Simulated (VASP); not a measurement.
# Mg3Sb2: relaxation of cell and atoms with PBE

Mg3Sb2:

```
Mg Sb
1.0
     4.58200    0.00000    0.00000
    -2.29100    3.96813    0.00000
     0.00000    0.00000    7.24400
Mg Sb
3 2
Direct
  0.33333 0.66667 0.63000
  0.66667 0.33333 0.37000
  0.00000 0.00000 0.00000
  0.33333 0.66667 0.23500
  0.66667 0.33333 0.76500
```

| Property | Result |
| --- | --- |
| Program | VASP 6.6.1 |
| Task | relaxation of cell and atoms |
| Functional | PBE |
| Potentials or basis | VASP PAW PBE potentials, release 64 (Mg, Sb) |
| Cutoff | 300 eV |
| k mesh | 5 × 5 × 3 |
| Occupations | gaussian, width 0.03 eV |
| Spin | no spin polarisation |
| Further INCAR settings | ALGO = Normal; EDIFF = 1e-06; IBRION = 2; EDIFFG = -0.01; NSW = 90; ISIF = 3 |

```json
{
  "Relaxed volume": "26.61 Å³/atom",
  "Relaxed cell": "a = 4.601 Å, b = 4.601 Å, c = 7.260 Å, α = 90.00°, β = 90.00°, γ = 120.00°",
  "Space group after relaxing (to 0.05 Å)": "P-3m1 (No. 164)",
  "Energy gained by relaxing": "7.6 meV/atom",
  "Ionic steps": "11",
  "Pressure after relaxing": "0.0 GPa",
  "Band gap on the k mesh": "0.06 eV, indirect (least direct gap 0.99 eV)"
}
```

Forces in eV/Å, atoms in the order of the input:
```
Mg   0.000  0.000  0.003
Mg   0.000  0.000 -0.003
Mg   0.000  0.000  0.000
Sb   0.000  0.000 -0.002
Sb   0.000  0.000  0.002
```

Step by step:
| step | energy change (eV) | largest force (eV/Å) | pressure (GPa) | volume (Å³) |
| --- | --- | --- | --- | --- |
| 1 | 0.0000 | 0.4821 | 0.96 | 131.71 |
| 2 | -0.0254 | 0.2362 | -0.25 | 134.73 |
| 3 | -0.0261 | 0.1894 | -0.48 | 135.38 |
| 4 | -0.0332 | 0.1220 | -0.24 | 134.34 |
| 5 | -0.0367 | 0.0328 | 0.10 | 132.99 |
| 6 | -0.0379 | 0.0079 | 0.00 | 133.18 |
| 7 | -0.0380 | 0.0057 | -0.06 | 133.28 |
| 8 | -0.0380 | 0.0043 | -0.05 | 133.27 |
| 9 | -0.0380 | 0.0026 | -0.04 | 133.26 |
| 10 | -0.0380 | 0.0037 | -0.04 | 133.26 |
| 11 | -0.0380 | 0.0029 | 0.02 | 133.07 |

Final structure:
```
Mg Sb
1.0
     4.60056    0.00000    0.00000
    -2.30028    3.98420    0.00000
     0.00000    0.00000    7.25982
Mg Sb
3 2
Direct
  0.33333 0.66667 0.63246
  0.66667 0.33333 0.36754
  0.00000 0.00000 0.00000
  0.33333 0.66667 0.22557
  0.66667 0.33333 0.77443
```

Levels at points of the mesh, in eV from the valence-band top:
```csv
k point,band 5,band 6,band 7,band 8,band 9,band 10,band 11,band 12
"(0.00, 0.00, 0.00)",-1.11,-0.41,-0.41,0.00,0.99,1.14,3.00,3.00
```

Wall time 61 s on 1 thread of Intel(R) Xeon(R) Platinum 8488C (Sapphire Rapids), with other jobs on the host, peak memory 0.18 GiB.

Caveat: spin-orbit coupling is left out, which moves the levels of the heavy elements; an odd mesh through Γ misses points on the zone boundary, where band edges often lie. Zero-point motion and thermal expansion aren't in these numbers.
